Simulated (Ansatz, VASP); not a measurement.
C: VASP beside Ansatz

```xyz
4
Lattice="2.4666 0.0000 0.0000 -1.2333 2.1361 0.0000 0.0000 0.0000 8.4881" Properties=species:S:1:pos:R:3 pbc="T T T"
C     0.0000    0.0000    2.1220
C     0.0000    0.0000    6.3661
C     0.0000    1.4241    2.1220
C     1.2333    0.7120    6.3661
```

Alike in both runs: functional PBE; k mesh 15 × 15 × 5; occupations fermi-dirac, width 0.05 eV; no spin polarisation.

Ansatz relaxed the structure, and its values are those at the end. VASP's run is a single point on that final structure, the one shown.

|  | VASP | Ansatz |
| --- | --- | --- |
| version | VASP 6.6.1 | Ansatz 0.2.0 |
| potentials or method | VASP PAW PBE potentials, release 64 (C) | PAW with Ansatz's default frozen-core files, scalar-relativistic |
| plane-wave cutoff (eV) | 520 | 420 |
| valence electrons in the cell | 16 | 16 |

|  | VASP | Ansatz | Ansatz less VASP |
| --- | --- | --- | --- |
| pressure (GPa) | 0.4 | 0.0 | -0.35 |

Caveats: this functional lacks dispersion, which binds the layers, so the pressure and a relaxed spacing across them are unreliable.
